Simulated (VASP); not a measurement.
# ZnCu2SnSe4 (I-4) in VASP: relaxation of cell and atoms with r2SCAN

Aim: the relaxation of cell and atoms of ZnCu2SnSe4 with r2SCAN.

Everything below comes from runs of VASP 6.6.1. Logs are shortened: lines on timing, memory, paths and dates and some standing lists are left out, and cuts for length are marked.

## 1. The crystal as given

It takes space group I-4 (No. 82, tetragonal). The conventional cell has a = 5.771 Å, b = 5.771 Å, c = 11.480 Å, α = 90.00°, β = 90.00°, γ = 90.00°. Around Sn (site symmetry -4) lie 4 Se at 2.62 Å. Se (site symmetry 1) is surrounded by 2 Cu at 2.44 Å and 1 Zn at 2.49 Å and 1 Sn at 2.62 Å. Zn (site symmetry -4) has 4 Se at 2.49 Å as nearest neighbours. Around Cu (site symmetry -4) lie 4 Se at 2.44 Å. Cu (site symmetry -4) has 4 Se at 2.44 Å as nearest neighbours.

The cell comes from a database or a generator and needn't be the stable form of this composition.

## 2. Relaxation of cell and atoms, r2SCAN

INCAR reads:

```
SYSTEM = ZnCu2SnSe4
PREC = Accurate
ENCUT = 600
EDIFF = 1E-6
ISMEAR = 0
SIGMA = 0.05
LREAL = .False.
LASPH = .True.
NELM = 60
ALGO = Normal
ISIF = 3
LWAVE = .False.
LCHARG = .False.
METAGGA = R2SCAN
LMIXTAU = .True.
IBRION = 2
NSW = 40
EDIFFG = -0.01
```

KPOINTS reads:

```
Automatic mesh
0
Gamma
  5 5 5
  0 0 0
```

POSCAR reads:

```
ZnCu2SnSe4
1.0
   -2.8856370000      2.8856370000      5.7398310000
    2.8856370000     -2.8856370000      5.7398310000
    2.8856370000      2.8856370000     -5.7398310000
Sn Se Zn Cu
1 4 1 2
Direct
    0.5000000000      0.5000000000      0.0000000000
    0.3634660000      0.8897130000      0.9932200000
    0.8964930000      0.3702460000      0.0067800000
    0.1102870000      0.1035070000      0.4737530000
    0.6297540000      0.6365340000      0.5262470000
    0.7500000000      0.2500000000      0.5000000000
    0.0000000000      0.0000000000      0.0000000000
    0.2500000000      0.7500000000      0.5000000000
```

Potentials or basis: VASP PAW PBE potentials, release 64 (Sn_d, Se, Zn, Cu).

On the command line:

```
$ cat potpaw_PBE.64/Sn_d/POTCAR potpaw_PBE.64/Se/POTCAR potpaw_PBE.64/Zn/POTCAR potpaw_PBE.64/Cu/POTCAR > POTCAR
$ mpirun -np 1 vasp_std > vasp.out
```

OUTCAR:

```text
SYSTEM = ZnCu2SnSe4
   PREC = Accurate
   ENCUT = 600
   EDIFF = 1E-6
   ISMEAR = 0
   LREAL = .False.
   LASPH = .True.
   NELM = 60
   ISIF = 3
   METAGGA = R2SCAN
   IBRION = 2
   NSW = 40
   EDIFFG = -0.01

 ion  position               nearest neighbor table
   1  0.500  0.500  0.000-   5 2.62   2 2.62   3 2.62   4 2.62
   2  0.363  0.890  0.993-   8 2.44   7 2.44   6 2.49   1 2.62
   3  0.896  0.370  0.007-   8 2.44   7 2.44   6 2.49   1 2.62
   4  0.110  0.104  0.474-   8 2.44   7 2.44   6 2.49   1 2.62
   5  0.630  0.637  0.526-   8 2.44   7 2.44   6 2.49   1 2.62
   6  0.750  0.250  0.500-   3 2.49   4 2.49   5 2.49   2 2.49
   7  0.000  0.000  0.000-   2 2.44   3 2.44   4 2.44   5 2.44
   8  0.250  0.750  0.500-   2 2.44   4 2.44   5 2.44   3 2.44

  LATTYP: Found a body centered tetragonal cell.
 ALAT       =     5.7712740000
 C/A-ratio  =     1.9891036191

  Lattice vectors:

 A1 = (  -2.8856370000,   2.8856370000,   5.7398310000)
 A2 = (   2.8856370000,  -2.8856370000,   5.7398310000)
 A3 = (   2.8856370000,   2.8856370000,  -5.7398310000)

Analysis of symmetry for initial positions (statically):
=====================================================================
 Subroutine PRICEL returns:
 Original cell was already a primitive cell.

 Routine SETGRP: Setting up the symmetry group for a
 body centered tetragonal supercell.

 Subroutine GETGRP returns: Found  4 space group operations
 (whereof  4 operations were pure point group operations)
 out of a pool of 16 trial point group operations.

The static configuration has the point symmetry S_4 .

Analysis of symmetry for dynamics (positions and initial velocities):
=====================================================================
 Subroutine PRICEL returns:
 Original cell was already a primitive cell.

 Routine SETGRP: Setting up the symmetry group for a
 body centered tetragonal supercell.

 Subroutine GETGRP returns: Found  4 space group operations
 (whereof  4 operations were pure point group operations)
 out of a pool of 16 trial point group operations.

The dynamic configuration has the point symmetry S_4 .

 Subroutine INISYM returns: Found  4 space group operations
 (whereof  4 operations are pure point group operations),
 and found     1 'primitive' translations

----------------------------------------------------------------------------------------

                                     Primitive cell

  volume of cell :     191.1800

  direct lattice vectors                    reciprocal lattice vectors
    -2.885637000  2.885637000  5.739831000     0.000000000  0.173271967  0.087110579
     2.885637000 -2.885637000  5.739831000     0.173271967  0.000000000  0.087110579
     2.885637000  2.885637000 -5.739831000     0.173271967  0.173271967  0.000000000

  length of vectors
     7.042688528  7.042688528  7.042688528     0.193936659  0.193936659  0.245043566

  position of ions in fractional coordinates (direct lattice)
     0.500000000  0.500000000  0.000000000
     0.363466000  0.889713000  0.993220000
     0.896493000  0.370246000  0.006780000
     0.110287000  0.103507000  0.473753000
     0.629754000  0.636534000  0.526247000
     0.750000000  0.250000000  0.500000000
     0.000000000  0.000000000  0.000000000
     0.250000000  0.750000000  0.500000000

  ion indices of the primitive-cell ions
   primitive index   ion index
                 1           1
                 2           2
                 3           3
                 4           4
                 5           5
                 6           6
                 7           7
                 8           8

----------------------------------------------------------------------------------------

 KPOINTS: Automatic mesh

Automatic generation of k-mesh.
 Grid dimensions read from file:
 generate k-points for:    5    5    5

 Generating k-lattice:

  Cartesian coordinates                     Fractional coordinates (reciprocal lattice)
     0.000000000  0.034654393  0.017422116     0.200000000 -0.000000000  0.000000000
     0.034654393  0.000000000  0.017422116    -0.000000000  0.200000000  0.000000000
     0.034654393  0.034654393  0.000000000     0.000000000  0.000000000  0.200000000

  Length of vectors
     0.038787332  0.038787332  0.049008713

  Shift w.r.t. Gamma in fractional coordinates (k-lattice)
     0.000000000  0.000000000  0.000000000

 Subroutine IBZKPT returns following result:
 ===========================================

 Found     21 irreducible k-points:

 Following reciprocal coordinates:
            Coordinates               Weight
  0.000000  0.000000  0.000000      1.000000
  0.200000 -0.000000  0.000000      8.000000
  0.400000  0.000000 -0.000000      8.000000
  0.200000  0.200000  0.000000      8.000000
  0.400000  0.200000  0.000000      8.000000
 -0.400000 -0.200000 -0.400000      8.000000
[... 13 lines left out ...]
 -0.400000  0.400000  0.400000      4.000000
 -0.400000 -0.400000  0.400000      2.000000
   k-points           NKPTS =     21   k-points in BZ     NKDIM =     21   number of bands    NBANDS=     43
   number of dos      NEDOS =    301   number of ions     NIONS =      8
   total plane-waves  NPLWV = 175616
   dimension x,y,z NGX =    56 NGY =   56 NGZ =   56
   dimension x,y,z NGXF=   112 NGYF=  112 NGZF=  112
   ions per type =               1   4   1   2
   NGX,Y,Z   is equivalent  to a cutoff of  13.22, 13.22, 13.22 a.u.
   NGXF,Y,Z  is equivalent  to a cutoff of  26.44, 26.44, 26.44 a.u.
 SYSTEM =  ZnCu2SnSe4
   PREC   = accura    normal or accurate (medium, high low for compatibility)
   ISTART =      0    job   : 0-new  1-cont  2-samecut
   ICHARG =      2    charge: 1-file 2-atom 10-const
   ISPIN  =      1    spin polarized calculation?
   LNONCOLLINEAR =      F non collinear calculations
   LSORBIT =      F    spin-orbit coupling
   LASPH  =      T    aspherical Exc in radial PAW
   ENCUT  =  600.0 eV  44.10 Ry    6.64 a.u.  14.07 14.07 14.07*2*pi/ulx,y,z
   NELM   =     60;   NELMIN=  2; NELMDL= -5     # of ELM steps
   EDIFF  = 0.1E-05   stopping-criterion for ELM
   LREAL  =      F    real-space projection
   EDIFFG = -.1E-01   stopping-criterion for IOM
   NSW    =     40    number of steps for IOM
   IBRION =      2    ionic relax: 0-MD 1-quasi-New 2-CG
   NFREE  =      1    steps in history (QN), initial steepest desc. (CG)
   ISIF   =      3    stress and relaxation
   ISYM   =      2    0-nonsym 1-usesym 2-fastsym
   POTIM  = 0.5000    time-step for ionic-motion
   TEBEG  =    0.0;   TEEND  =   0.0 temperature during run
   PSTRESS=    0.0 pullay stress
   NELECT =      72.0000    total number of electrons
   NUPDOWN=      -1.0000    fix difference up-down
   EMIN   =  10.00;   EMAX   =-10.00  energy-range for DOS
   EFERMI =   0.00;   METHOD = LEGACY
   ISMEAR =     0;   SIGMA  =   0.05  broadening in eV -4-tet -1-fermi 0-gaus
   EFERMI_NEDOS =   21; number of points for ismear=-14 and -15
   IALGO  =     38    algorithm
   IMIX   =      4    mixing-type and parameters
     AMIX     =   0.40;   BMIX     =  1.00
     AMIX_MAG =   1.60;   BMIX_MAG =  1.00
  volume/ion in A,a.u.               =      23.90       161.27
  Fermi-wavevector in a.u.,A,eV,Ry     =   1.182238  2.234105 19.016675  1.397686
  Thomas-Fermi vector in A             =   2.318496
   LORBIT       =      0    0 simple, 1 ext, 2 COOP (PROOUT), +10 PAW based schemes
   METAGGA = R2SCAN    functional components
   LHFCALC =     F    Hartree Fock is set to
   AEXX    =    0.0000 exact exchange contribution
   IVDW    =     0    specifies the selected vdW correction
   LEPSILON=     F    determine dielectric tensor
   LRPA    =     F    only Hartree local field effects (RPA)
 conjugate gradient relaxation of ions
 non-spin polarized calculation
 Gauss-broadening in eV      SIGMA  =   0.05
  energy-cutoff  :      600.00
  volume of cell :      191.18
 maximum number of plane-waves:      6427
   NGX = 29   NGY = 29   NGZ = 29

--------------------------------------- Ionic step        1  -------------------------------------------

 number of electron      71.9999996 magnetization

 Free energy of the ion-electron system (eV)
  ---------------------------------------------------
  ext. energy  EPLUGINS =         0.00000000
  ---------------------------------------------------
  free energy    TOTEN  =      -116.33350855 eV

  energy without entropy =     -116.33290905  energy(sigma->0) =     -116.33320880

 E-fermi :   3.4352     XC(G=0):  -9.8763

 val. band max:        3.4153454833   @ k =   0.0000   0.0000   0.0000
 cond. band min:       3.4383235994   @ k =   0.0000   0.0000   0.0000
 fundamental gap:      0.0229781161
 Fermi energy:         3.4351751347

 k-point     1 :       0.0000    0.0000    0.0000
  band No.  band energies     occupation
      1     -19.5207      2.00000
      2     -19.5175      2.00000
      3     -19.5175      2.00000
      4     -19.4562      2.00000
      5     -19.4532      2.00000
      6     -11.2948      2.00000
[... 1145 lines left out ...]
 POSITION                                       TOTAL-FORCE (eV/Angst)
 -----------------------------------------------------------------------------------
      0.00000      0.00000      5.68316        -0.000000     -0.000000      0.000000
      4.33197      1.33293      1.47636        -0.011131     -0.009661      0.002092
     -1.47891      1.52012      7.15952         0.011131      0.009661      0.002092
      1.33293      1.37414     -1.47636        -0.009661      0.011131     -0.002092
      1.52012      1.47891      4.20681         0.009661     -0.011131     -0.002092
     -0.00000      2.85305      2.84158        -0.000000     -0.000000      0.000000
      0.00000      0.00000      0.00000        -0.000000     -0.000000      0.000000
      2.85305      0.00000      2.84158        -0.000000     -0.000000      0.000000
 -----------------------------------------------------------------------------------
    total drift:                               -0.000533     -0.000534      0.000006

  FREE ENERGIE OF THE ION-ELECTRON SYSTEM (eV)
  ---------------------------------------------------
  free  energy   TOTEN  =      -116.3741695406 eV

  energy  without entropy=     -116.3739141760  energy(sigma->0) =     -116.37404186

--------------------------------------- Ionic step        6  -------------------------------------------

 number of electron      71.9999983 magnetization

 Free energy of the ion-electron system (eV)
  ---------------------------------------------------
  ext. energy  EPLUGINS =         0.00000000
  ---------------------------------------------------
  free energy    TOTEN  =      -116.37422808 eV

  energy without entropy =     -116.37397260  energy(sigma->0) =     -116.37410034

 E-fermi :   3.8037     XC(G=0): -10.0363

 val. band max:        3.7619037581   @ k =   0.0000   0.0000   0.0000
 cond. band min:       3.8431360321   @ k =   0.0000   0.0000   0.0000
 fundamental gap:      0.0812322739
 Fermi energy:         3.8037243936

 k-point     1 :       0.0000    0.0000    0.0000
  band No.  band energies     occupation
      1     -19.2594      2.00000
      2     -19.2556      2.00000
      3     -19.2556      2.00000
      4     -19.1866      2.00000
      5     -19.1821      2.00000
      6     -11.1903      2.00000
[... 977 lines left out ...]
 POSITION                                       TOTAL-FORCE (eV/Angst)
 -----------------------------------------------------------------------------------
      0.00000      0.00000      5.68949         0.000000     -0.000000     -0.000000
      4.32764      1.33057      1.47858         0.006671      0.003754     -0.004821
     -1.47619      1.52087      7.16807        -0.006671     -0.003754     -0.004821
      1.33057      1.37525     -1.47858         0.003754     -0.006671      0.004821
      1.52087      1.47619      4.21091        -0.003754      0.006671      0.004821
     -0.00000      2.85144      2.84474        -0.000000     -0.000000     -0.000000
      0.00000      0.00000      0.00000         0.000000     -0.000000     -0.000000
      2.85144      0.00000      2.84474        -0.000000     -0.000000     -0.000000
 -----------------------------------------------------------------------------------
    total drift:                               -0.000533     -0.000533      0.000007

  FREE ENERGIE OF THE ION-ELECTRON SYSTEM (eV)
  ---------------------------------------------------
  free  energy   TOTEN  =      -116.3742280798 eV

  energy  without entropy=     -116.3739726041  energy(sigma->0) =     -116.37410034

 reached required accuracy - stopping structural energy minimisation
```

It took 49 min on 1 thread of Intel Xeon Platinum 8559C (Emerald Rapids), shared host; peak memory 0.63 GiB.

Results:

```yaml
Free_energy: -116.3742 eV
Relaxed_volume: 23.13 Å³/atom
Relaxed_cell: a = 6.974 Å, b = 6.974 Å, c = 6.974 Å, α = 131.73°, β = 131.73°, γ = 70.66°
Space_group_after_relaxing_to_0.05_Å: I-4 (No. 82)
Energy_gained_by_relaxing: 5.1 meV/atom
Ionic_steps: 6
Pressure_after_relaxing: 0.0 GPa
Largest_force_after_relaxing: 0.009 eV/Å
Band_gap_on_the_k_mesh: 0.08 eV, direct
```

Forces in eV/Å, atoms in the order of the input:
```
Sn   0.000  0.000  0.000
Se   0.007  0.004 -0.005
Se  -0.007 -0.004 -0.005
Se   0.004 -0.007  0.005
Se  -0.004  0.007  0.005
Zn   0.000  0.000  0.000
Cu   0.000  0.000  0.000
Cu   0.000  0.000  0.000
```

The path:
| step | energy change (eV) | largest force (eV/Å) | pressure (GPa) | volume (Å³) |
| --- | --- | --- | --- | --- |
| 1 | 0.0000 | 0.0825 | -1.97 | 191.18 |
| 2 | -0.0369 | 0.0377 | 0.64 | 183.17 |
| 3 | -0.0406 | 0.0230 | 0.03 | 184.92 |
| 4 | -0.0406 | 0.0228 | -0.02 | 185.04 |
| 5 | -0.0407 | 0.0149 | 0.00 | 185.04 |
| 6 | -0.0407 | 0.0090 | -0.04 | 185.04 |

Final structure:
```
CELL_PARAMETERS angstrom
-2.85145 2.85144 5.68949
2.85145 -2.85144 5.68949
2.85144 2.85145 -5.68949
ATOMIC_POSITIONS crystal
Sn 0.50000 0.50000 0.00000
Se 0.36325 0.88879 0.99217
Se 0.89662 0.37109 0.00783
Se 0.11121 0.10338 0.47447
Se 0.62891 0.63675 0.52553
Zn 0.75000 0.25000 0.50000
Cu 0.00000 0.00000 0.00000
Cu 0.25000 0.75000 0.50000
```

Caveat: the PAW data sets were made with another functional, which shifts forces and pressure a little; spin-orbit coupling is left out, which moves the levels of the heavy elements.
